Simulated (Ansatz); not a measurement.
## NaI (Fm-3m), a vibration from a frozen displacement

Theory: Ansatz, DFT PBE, scalar-relativistic, plane waves, PAW. Cutoff 420 eV, Γ-centred 6×6×6 k-points, Gaussian smearing of 0.05 eV. Spin–orbit coupling is left out, which matters for the heavy elements here. No spin polarisation. Energies are free energies at this smearing, counted from the undisturbed cell; pressure is positive in compression.

Zero of the scan (as given, not relaxed at this level; it stands at 0.4 GPa):

```
CELL_PARAMETERS angstrom
0.00000 3.23640 3.23640
3.23640 0.00000 3.23640
3.23640 3.23640 0.00000
ATOMIC_POSITIONS crystal
Na 0.00000 0.00000 0.00000
I 0.50000 0.50000 0.50000
```

Every I atom is moved by x along the Cartesian unit vector (0.000, 0.000, 1.000); the cell and all other atoms stay fixed. The cell's volume is 67.80 Å³; the moved atoms weigh 126.904 u together and the others 22.990 u. Some rows repeat others by symmetry and weren't run.

```
  x (Å)  ΔE (meV/cell) total force on the moved atoms along the move (eV/Å) pressure (GPa)
-0.2000          19.15                                                0.2057          0.6355
-0.1750          14.41                                                0.1741          0.5837
-0.1500          10.43                                                0.1449          0.5394
-0.1250           7.15                                                0.1177          0.5023
-0.1000           4.53                                                0.0922          0.4723
-0.0750           2.52                                                0.0681          0.4492
-0.0500           1.12                                                0.0448          0.4327
-0.0250           0.28                                                0.0223          0.4229
 0.0000           0.00                                                0.0000          0.4196
 0.0250           0.28                                               -0.0223          0.4229
 0.0500           1.12                                               -0.0448          0.4327
 0.0750           2.52                                               -0.0681          0.4492
 0.1000           4.53                                               -0.0922          0.4723
 0.1250           7.15                                               -0.1177          0.5023
 0.1500          10.43                                               -0.1449          0.5394
 0.1750          14.41                                               -0.1741          0.5837
 0.2000          19.15                                               -0.2057          0.6355
```

What frequency belongs to this motion?

The force constant is k = −dF/dx = 0.892 eV/Å², from the parabola through x = -0.0250, 0 and 0.0250. In every cell the moved atoms swing against the rest, so the mass is μ = m₁m₂/(m₁ + m₂) = 19.464 u, and ν̃ = 521.5 cm⁻¹ × √(|k|/μ) = 112 cm⁻¹. To first order in x, and within 1 %, the force on every atom lies along the move and, within each of the two groups, in proportion to the atom's mass, so this is itself a mode at the zone centre of this cell, taken without macroscopic field (the transverse frequency in a polar insulator).

How far does the harmonic law reach?

At x = -0.200 Å, kx²/2 = 17.84 meV against the computed 19.15 meV (+7.4 %): the well is still close to harmonic there.